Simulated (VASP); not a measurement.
Input of a VASP 6.6.1 run:

File INCAR:

```
SYSTEM = SiC
  PREC = Accurate
  ENCUT = 600
  EDIFF = 1E-6
  ISMEAR = 0
  SIGMA = 0.02
  LREAL = .False.
  LASPH = .True.
  NELM = 120
  ALGO = Fast
  ISIF = 3
  LWAVE = .False.
  LCHARG = .False.
  GGA = PE
  IBRION = 2
  NSW = 80
  EDIFFG = -0.005
  KPAR = 4
```

The input KPOINTS:

```
regular mesh
0
Gamma
  11 11 3
  0 0 0
```

The input POSCAR:

```
SiC                                     
1.0
    3.0930981129     -0.0000000003     -0.0000000000
   -1.5465491070      2.6787016187      0.0000000000
    0.0000000000     -0.0000000000     10.1260778681
  Si              C             
     4     4
Direct
     0.6666666699999979    0.3333333300000021    0.9378466831673232
     0.3333333300000021    0.6666666699999979    0.4378466831673233
     0.0000000000000000    1.0000000000000000    0.6878972390009038
     0.0000000000000000    0.0000000000000000    0.1878972390009039
     0.6666666699999979    0.3333333300000021    0.7498073541952159
     0.3333333300000021    0.6666666699999979    0.2498073541952159
     0.0000000000000000    0.0000000000000000    0.5004477236365644
     0.0000000000000000    0.0000000000000000    0.0004477236365643
```

Potentials or basis: VASP PAW PBE potentials, release 64 (Si, C).

Run with:

```bash
$ cat potpaw_PBE.64/Si/POTCAR potpaw_PBE.64/C/POTCAR > POTCAR
$ mpirun -np 4 vasp_std > vasp.out
```

What does it give for the band gap on the k mesh?

2.30 eV, indirect (least direct gap 3.39 eV).

Final structure:
```cif
data_structure
_symmetry_space_group_name_H-M 'P 1'
_symmetry_Int_Tables_number 1
_cell_length_a 3.0931
_cell_length_b 3.0931
_cell_length_c 10.1261
_cell_angle_alpha 90.000
_cell_angle_beta 90.000
_cell_angle_gamma 120.000
_cell_volume 83.90
loop_
_atom_site_label
_atom_site_type_symbol
_atom_site_fract_x
_atom_site_fract_y
_atom_site_fract_z
_atom_site_occupancy
Si1 Si 0.66667 0.33333 0.93785 1
Si2 Si 0.33333 0.66667 0.43785 1
Si3 Si 0.00000 0.00000 0.68790 1
Si4 Si 0.00000 0.00000 0.18790 1
C1 C 0.66667 0.33333 0.74981 1
C2 C 0.33333 0.66667 0.24981 1
C3 C 0.00000 0.00000 0.50045 1
C4 C 0.00000 0.00000 0.00045 1
```

Caveat: the relaxation stopped at its first step, so nothing moved; an odd mesh through Γ misses points on the zone boundary, where band edges often lie.
